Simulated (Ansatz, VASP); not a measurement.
**Ca in VASP and in Ansatz**

The input INCAR:

```
  ALGO = Fast
  EDIFF = 1E-6
  ENCUT = 520
  GGA = PE
  ISIF = 2
  ISMEAR = 0
  LASPH = T
  LCHARG = F
  LREAL = F
  LWAVE = F
  NBANDS = 11
  NELM = 80
  PREC = Accurate
  SIGMA = 0.15
```

File KPOINTS:

```
k-points
0
Gamma
  16 16 16
```

Contents of POSCAR:

```
Ca
1.0
   -2.3154651488      2.3154651488      2.2510176802
    2.3154651488     -2.3154651488      2.2510176802
    2.3154651488      2.3154651488     -2.2510176802
Ca
1
Direct
    0.5000000000      0.5000000000      0.0000000000
```

Input for Ansatz:

```yaml
crystal:
  lattice:
    - [-2.3154651488, 2.3154651488, 2.2510176802]
    - [2.3154651488, -2.3154651488, 2.2510176802]
    - [2.3154651488, 2.3154651488, -2.2510176802]
  atoms:
    - { symbol: Ca, position: [0.5, 0.5, 0.0] }
basis:
  ecutwfc: 420
kpoints:
  mp_grid: { grid: [16, 16, 16] }
hamiltonian:
  xc: pbe
scf:
  occupations: { method: gaussian, width: 0.15 }
output:
  forces: true
  stress: true
  eigenvalues: true
```

Change from the starting cell: strain +0.050 along x and y, +0.025 along z, atoms carried along.

Alike in both runs: task single point; functional PBE; k mesh 16 × 16 × 16; occupations gaussian, width 0.15 eV; no spin polarisation.

|  | VASP | Ansatz |
| --- | --- | --- |
| version | VASP 6.6.1 | Ansatz 0.2.0 |
| potentials or method | VASP PAW PBE potentials, release 64 (Ca_sv) | scalar-relativistic, plane waves, PAW |
| plane-wave cutoff (eV) | 520 | 420 |
| valence electrons in the cell | 10 | 10 |

```csv
,VASP,Ansatz,Ansatz less VASP
gap on the k mesh at the Fermi level (eV),none,none,-
pressure (GPa),-1.8,-1.8,0.00
```

A gap of «none» marks a metal or a gap that the smearing closes.
